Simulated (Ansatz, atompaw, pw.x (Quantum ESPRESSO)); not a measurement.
What a changed setting does to a pw.x run (bcc La)

Potential: PAW, atompaw 4.2.0.5, PBE; core [Kr] 4d10, reference 4f0 5s2 5p6 5d1 6s2 6p0; waves: 5s (bound); 6s (bound); 5p (bound); 6p (bound, empty); 5d (bound); 5d channel at 5.15 Ry; 4f (bound, empty); 4f channel at 0.55 Ry; local part: bessel scheme, radius 2.55 bohr; core correction: smooth core density matched at 2.75 bohr; augmentation: sinc compensation charge, radius 2.30 bohr; PAW radius 3.00 bohr; waves and projectors: bloechl.

The reference run (k-mesh 11³, cutoffs 40/400 Ry, Fermi–Dirac 0.01 Ry, mixing_beta 0.4, conv_thr 1e-9, no spin) gives 0.25 GPa at 37.811 Å³/atom, where all-electron LAPW gives 0.21 GPa. This run, with its own iteration cap, changes degauss to 0.002.

```
&control
  calculation='scf', prefix='x', pseudo_dir='./', outdir='./tmp', tstress=.true., disk_io='none'
/
&system
  ibrav=0, nat=1, ntyp=1, ecutwfc=40, ecutrho=400, nbnd=13,
  occupations='smearing', smearing='fd', degauss=0.002
/
&electrons
  conv_thr=1e-09, mixing_beta=0.4, electron_maxstep=50
/
ATOMIC_SPECIES
La 1.0 La.UPF
CELL_PARAMETERS angstrom
  -2.11439468 2.11439468 2.11439468
  2.11439468 -2.11439468 2.11439468
  2.11439468 2.11439468 -2.11439468
ATOMIC_POSITIONS crystal
La 0.0000 0.0000 0.0000
K_POINTS automatic
11 11 11 0 0 0
```

```bash
pw.x < La.scf.in > La.scf.out
```

Q: How does the run end?

A: It converges in 9 iterations; the free energy moves by +85.7 meV/atom and the pressure by -0.14 GPa. In a metal, with Fermi–Dirac smearing, F lies below its zero-width value by a term in the square of the width.

```
Message from routine setup:
     using ibrav=0 with symmetry is DISCOURAGED, use correct ibrav instead
     lattice parameter (alat)  =       6.9206  a.u.
     unit-cell volume          =     255.1613 (a.u.)^3
     number of electrons       =        11.00
     number of Kohn-Sham states=           13
     kinetic-energy cutoff     =      40.0000  Ry
     charge density cutoff     =     400.0000  Ry
     scf convergence threshold =      1.0E-09
     Exchange-correlation= SLA PW PBX PBC
     number of k points=    56  Fermi-Dirac smearing, width (Ry)=  0.0020
     iteration #  1     ecut=    40.00 Ry     beta= 0.40
     total energy              =    -458.21892728 Ry
     estimated scf accuracy    <       0.00620867 Ry
     iteration #  2     ecut=    40.00 Ry     beta= 0.40
     total energy              =    -458.22018743 Ry
     estimated scf accuracy    <       0.00045286 Ry
     iteration #  3     ecut=    40.00 Ry     beta= 0.40
     total energy              =    -458.22055952 Ry
     estimated scf accuracy    <       0.00005947 Ry
     [... 3 iterations left out ...]
     iteration #  7     ecut=    40.00 Ry     beta= 0.40
     total energy              =    -458.22062546 Ry
     estimated scf accuracy    <       0.00000012 Ry
     iteration #  8     ecut=    40.00 Ry     beta= 0.40
     total energy              =    -458.22062548 Ry
     estimated scf accuracy    <          1.9E-09 Ry
     iteration #  9     ecut=    40.00 Ry     beta= 0.40
     the Fermi energy is    10.5830 ev
!    total energy              =    -458.22062548 Ry
     estimated scf accuracy    <          6.7E-11 Ry
     smearing contrib. (-TS)   =      -0.00086495 Ry
     The total energy is F=E-TS. E is the sum of the following terms:
     one-electron contribution =      -3.70420941 Ry
     hartree contribution      =       8.69102436 Ry
     xc contribution           =      -8.72200746 Ry
     ewald contribution        =     -55.10364985 Ry
     one-center paw contrib.   =    -399.38091816 Ry
     convergence has been achieved in   9 iterations
          total   stress  (Ry/bohr**3)                   (kbar)     P=        1.12
     Message from routine punch:
     Nothing written, as per user request (disk_io='none')
```

The run took about 45 s on one core of a shared host (Intel(R) Xeon(R) Platinum 8259CL CPU @ 2.50GHz, 96 threads, 755 GiB, load 42).
